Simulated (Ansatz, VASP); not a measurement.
**Se in VASP and in Ansatz**

The input POSCAR:

```
Se
1.0
    4.5048207000      0.0000000000      0.0000000000
   -2.2524103500      3.9012891700      0.0000000000
    0.0000000000      0.0000000000      4.9787963200
Se
3
Direct
    0.2178929800      0.0000000000      0.3333333300
    0.0000000000      0.2178929800      0.6666666700
    0.7821070200      0.7821070200      0.0000000000
```

The input INCAR.step1:

```
PREC = Accurate
ENCUT = 520
ISMEAR = 0
SIGMA = 0.1
LREAL = F
LASPH = T
NELM = 100
NBANDS = 16
GGA = PE
ALGO = Normal
EDIFF = 1E-4
LWAVE = T
LCHARG = F
```

File INCAR.step2:

```
PREC = Accurate
ENCUT = 520
EDIFF = 1E-6
ISMEAR = 0
SIGMA = 0.1
LREAL = F
LASPH = T
NELM = 100
ALGO = Normal
ISIF = 2
LWAVE = F
LCHARG = F
METAGGA = R2SCAN
LMIXTAU = T
NBANDS = 16
ISTART = 1
```

KPOINTS

```
Automatic mesh
0
Gamma
  6 6 4
```

Input for Ansatz:

```yaml
crystal:
  lattice:
    - [4.5048207, 0.0, 0.0]
    - [-2.25241035, 3.90128917, 0.0]
    - [0.0, 0.0, 4.97879632]
  atoms:
    - { symbol: Se, position: [0.21789298, 0.0, 0.33333333] }
    - { symbol: Se, position: [0.0, 0.21789298, 0.66666667] }
    - { symbol: Se, position: [0.78210702, 0.78210702, 0.0] }
basis:
  ecutwfc: 500
kpoints:
  mp_grid: { grid: [6, 6, 4] }
hamiltonian:
  xc: r2scan
  pseudopotentials: { kind: paw, azcp: { folder: soft_1 } }
scf:
  occupations: { method: gaussian, width: 0.1 }
output:
  forces: true
  stress: true
  eigenvalues: true
```

Alike in both runs: task single point; functional r2SCAN; k mesh 6 × 6 × 4; occupations gaussian, width 0.1 eV; no spin polarisation.

|  | VASP | Ansatz |
| --- | --- | --- |
| version | VASP 6.6.1 | Ansatz 0.2.0 |
| potentials or method | VASP PAW PBE potentials, release 64 (Se) | scalar-relativistic, plane waves, PAW |
| plane-wave cutoff (eV) | 520 | 500 |
| valence electrons in the cell | 18 | 48 |

Ansatz gave:

| Item | Value |
| --- | --- |
| gap on the k mesh at the Fermi level (eV) | 1.35 |
| least direct gap on the mesh (eV) | 1.62 |
| pressure (GPa) | -0.1 |
| largest component of the traceless stress (GPa) | 0.08 |
| rms of the force components (eV/Å) | 0.026 |

What did VASP give for the same quantities?

gap on the k mesh at the Fermi level (eV): 1.34; least direct gap on the mesh (eV): 1.61; pressure (GPa): 0.0; largest component of the traceless stress (GPa): 0.09; rms of the force components (eV/Å): 0.015.

Atom by atom the forces differ by 0.011 eV/Å (rms over components). The two sets of potentials don't hold the same shells in valence.

Caveats: the PAW data sets were made with another functional, which shifts forces and pressure a little (VASP). A k mesh can miss the band edges. r2SCAN opens gaps a little over a GGA but as a rule still falls short of measured ones.
